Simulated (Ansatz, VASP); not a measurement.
Two plane-wave programs on MnS

```
CELL_PARAMETERS angstrom
0.00000 2.47346 2.47346
2.47346 0.00000 2.47346
2.47346 2.47346 0.00000
ATOMIC_POSITIONS crystal
Mn 0.00349 0.99627 0.00136
S 0.72711 0.73210 0.76250
```

Change from the starting cell: atoms moved at random, drawn with an rms of 0.05 Å.

Alike in both runs: task single point; functional PBEsol; k mesh 9 × 9 × 9; occupations fermi-dirac, width 0.05 eV; collinear spin, ferromagnetic start.

|  | VASP | Ansatz |
| --- | --- | --- |
| version | VASP 6.6.1 | Ansatz 0.2.0 |
| potentials or method | VASP PAW PBE potentials, release 64 (Mn_pv, S) | Ansatz PAW |
| plane-wave cutoff (eV) | 520 | 420 |
| valence electrons in the cell | 19 | 21 |

Ansatz gave:

- gap on the k mesh at the Fermi level (eV): none
- pressure (GPa): -2.0
- largest component of the traceless stress (GPa): 7.63
- rms of the force components (eV/Å): 0.836
- net moment per atom (μB): 0.12
- size of the moment on the site where the two differ most (μB): 0.20

Q: Estimate VASP's values.

A: gap on the k mesh at the Fermi level (eV): none; pressure (GPa): -1.8; largest component of the traceless stress (GPa): 7.66; rms of the force components (eV/Å): 0.837; net moment per atom (μB): 0.12; size of the moment on the site where the two differ most (μB): 0.23.

Site moments also hang on the region over which each program counts them. Atom by atom the forces differ by 0.001 eV/Å (rms over components). A gap of «none» marks a metal or a gap that the smearing closes. The two sets of potentials don't hold the same shells in valence.

Caveats: the moment fell far below its start of 4 μB, so a state of higher moment may lie lower in energy; semilocal functionals often make such compounds metallic where correlation or magnetic order opens a gap, which also shifts bond lengths; the PAW data sets were made with another functional, which shifts forces and pressure a little (VASP); the PAW data sets come from PBE, with cores solved anew for the run's functional, which leaves a small shift of forces and pressure (Ansatz); the starting moments weren't kept (Ansatz).
